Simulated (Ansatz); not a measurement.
Input and command of a calculation in Ansatz (plane waves; scalar-relativistic PAW potentials unless the input names others):

```yaml
crystal:
  lattice:
    - [3.0639044, 0.0, 0.0]
    - [0.0, 3.0639044, 0.0]
    - [0.0, 0.0, 3.0639044]
  atoms:
    - { symbol: Sb, position: [0.0, 0.0, 0.0] }
basis:
  ecutwfc: 500
  xc_grid: 3
kpoints:
  mp_grid: { grid: [14, 14, 14] }
hamiltonian:
  xc: r2scan
scf:
  occupations: { method: gaussian, width: 0.1 }
  eigensolver: { kind: davidson }
output:
  forces: true
  eigenvalues: true
  stress: true
```

```bash
ansatz run input.yaml --threads 1 --pin off --max-ram 1331MiB --backend cpu --events-out ev --progress --plain --runs-dir out
```

Abridged log:
```
Basis set: ecut = 500 eV, 739 PW (Γ), exchange–correlation on 72×72×72 points (27 copies of the dense FFT grid, shifted against one another)
Bands: 12, of which v1, the nominal top of the filled ones, is band 8 counted from 1 (7 counted from 0)
Symmetry: 48 space group operations
k-points: 120 of 2744
SCF iter   1: F=—  HF=-6499.057569 eV  |F-HF|=—  |Δ(HF+E_count)|=         —  Δρ=4.90e-3  dr2=2.41e-3  dr2_τ=3.65e-4  ethr=1.77e-3  ⟨swp⟩=10.9  Hψ=7312  notcnv=0
SCF iter   2: F=—  HF=-6499.066575 eV  |F-HF|=—  |Δ(HF+E_count)|=   9.01e-3  Δρ=3.01e-3  dr2=1.08e-3  dr2_τ=2.40e-5  ethr=1.60e-5  ⟨swp⟩=3.1  Hψ=3380  notcnv=0  defer=9
SCF iter   3: F=—  HF=-6499.067010 eV  |F-HF|=—  |Δ(HF+E_count)|=   4.35e-4  Δρ=2.18e-4  dr2=1.95e-5  dr2_τ=5.86e-7  ethr=1.26e-7  ⟨swp⟩=2.7  Hψ=5241  notcnv=0  defer=1
SCF iter   4: F=—  HF=-6499.067019 eV  |F-HF|=—  |Δ(HF+E_count)|=   8.69e-6  Δρ=7.37e-5  dr2=1.12e-6  dr2_τ=2.67e-8  ethr=1.26e-7  ⟨swp⟩=3.0  Hψ=2657  notcnv=0  defer=1
SCF iter   5: F=—  HF=-6499.067020 eV  |F-HF|=—  |Δ(HF+E_count)|=   1.61e-6  Δρ=2.61e-5  dr2=1.41e-7  dr2_τ=8.41e-9  ethr=7.49e-9  ⟨swp⟩=3.0  Hψ=3247  notcnv=0  defer=1
SCF iter   6: F=-6499.067020 eV  HF=-6499.067020 eV  |F-HF|=5.42e-10  |Δ(HF+E_count)|=   5.24e-8  Δρ=2.18e-6  dr2=1.54e-9  dr2_τ=5.99e-11  ethr=9.38e-10  ⟨swp⟩=3.2  Hψ=2893  notcnv=0  defer=1
SCF 1 converged in 6 iterations: F = -6499.067020 eV  dr2 = 1.54e-9
  Residual-converged pass: ⟨swp⟩=3.0  Hψ=3000  notcnv=0  max |occ|·‖R‖ = 6.6e-6 eV (tolerance 6.7e-6 eV) dr2=1.67e-9  dr2_τ=1.01e-10  dr2_onsite=3.80e-10  max |Δocc| = 1.0e-8
SCF converged after 6 iterations
Free energy (F): -6499.067020 eV
Harris-Foulkes:  -6499.067020 eV  (|F-HF|=5.42e-10)
Internal energy: -6499.063751 eV  (E = F + TS)
E sigma→0 (E₀):  -6499.065386 eV
Entropy (-TS):   -0.003270 eV (-3.270 meV/atom)
Fermi energy:    10.439909 eV
--- Forces (eV/Å), atoms counted from 1 ---
  atom   1  Sb     0.00000000     0.00000000     0.00000000
--- Stress (GPa, compression-positive) ---
        1.402952       0.000000       0.000000
        0.000000       1.402952       0.000000
        0.000000       0.000000       1.402952
  P = ⅓ Tr σ = 1.4030 GPa (14.030 kbar)
```

Apart from outputs and empty bands, the input differs from a reference run on usual settings in scf.eigensolver.kind: not typed → "davidson"; basis.xc_grid: not typed → 3. The reference, at the same geometry (not necessarily relaxed), gave pressure 1.40 GPa, largest force 0.000 eV/Å, no gap on the mesh. This run converged in 6 SCF iterations (reference: 6) with an energy at zero smearing within 0.01 meV/atom of the reference's, pressure 1.40 GPa, largest force 0.000 eV/Å, no gap on the mesh.